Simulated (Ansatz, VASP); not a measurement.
BaS in VASP and in Ansatz

File INCAR:

```
PREC = Accurate
ENCUT = 520
EDIFF = 1E-6
ISMEAR = 0
SIGMA = 0.053
LREAL = F
LASPH = T
NELM = 80
ALGO = Normal
ISIF = 2
LWAVE = F
LCHARG = F
GGA = PE
NBANDS = 15
```

Contents of KPOINTS:

```
Automatic mesh
0
Gamma
  7 7 7
```

POSCAR

```
BaS
1.0
    0.0000000000      3.1884190000      3.1884190000
    3.1884190000      0.0000000000      3.1884190000
    3.1884190000      3.1884190000      0.0000000000
S Ba
1 1
Direct
    0.5000000000      0.5000000000      0.5000000000
    0.0000000000      0.0000000000      0.0000000000
```

Input for Ansatz:

```yaml
crystal:
  lattice:
    - [0.0, 3.188419, 3.188419]
    - [3.188419, 0.0, 3.188419]
    - [3.188419, 3.188419, 0.0]
  atoms:
    - { symbol: S, position: [0.5, 0.5, 0.5] }
    - { symbol: Ba, position: [0.0, 0.0, 0.0] }
  symmetry: { tolerance: 0.0003 }
kpoints:
  mp_grid: { grid: [7, 7, 7], shift: [0, 0, 0] }
  band_path:
    path:
      - [0.0, 0.0, 0.0]
      - [0.5, 0.0, 0.5]
      - [0.625, 0.25, 0.625]
      - [0.375, 0.375, 0.75]
      - [0.0, 0.0, 0.0]
      - [0.5, 0.5, 0.5]
      - [0.5, 0.25, 0.75]
      - [0.5, 0.0, 0.5]
    npoints: 8
magnetization:
  spin_polarized: false
scf:
  occupations: { method: gaussian, width: 0.053 }
  lower_state_search: "off"
  max_iter: 200
hamiltonian:
  pseudopotentials: { kind: paw }
  xc: pbe
basis:
  ecutwfc: 420
  fft_grid_basis: typed
output:
  forces: true
  stress: true
  eigenvalues: true
  bader: true
  populations: true
  elf: true
  write_potential: true
  volumetric_format: npy
  dos:
    e_range: [-12, 8]
    de: 0.05
    projected: { site_lists: { Ba: [Ba], S: [S] } }
checkpoint:
  read: saved_state
```

Alike in both runs: task single point; functional PBE; k mesh 7 × 7 × 7; occupations gaussian, width 0.053 eV; no spin polarisation.

|  | VASP | Ansatz |
| --- | --- | --- |
| version | VASP 6.6.1 | Ansatz 0.2.0 |
| potentials or method | VASP PAW PBE potentials, release 64 (S, Ba_sv) | PAW plane waves |
| plane-wave cutoff (eV) | 520 | 420 |
| valence electrons in the cell | 16 | 16 |

|  | VASP | Ansatz | Ansatz less VASP |
| --- | --- | --- | --- |
| gap on the k mesh at the Fermi level (eV) | 2.16 | 2.26 | +0.098 |
| pressure (GPa) | 1.7 | 1.1 | -0.60 |

Caveats: spin-orbit coupling is left out, which moves the levels of the heavy elements; an odd mesh through Γ misses points on the zone boundary, where band edges often lie. As with any semilocal functional, this PBE gap is likely too small.
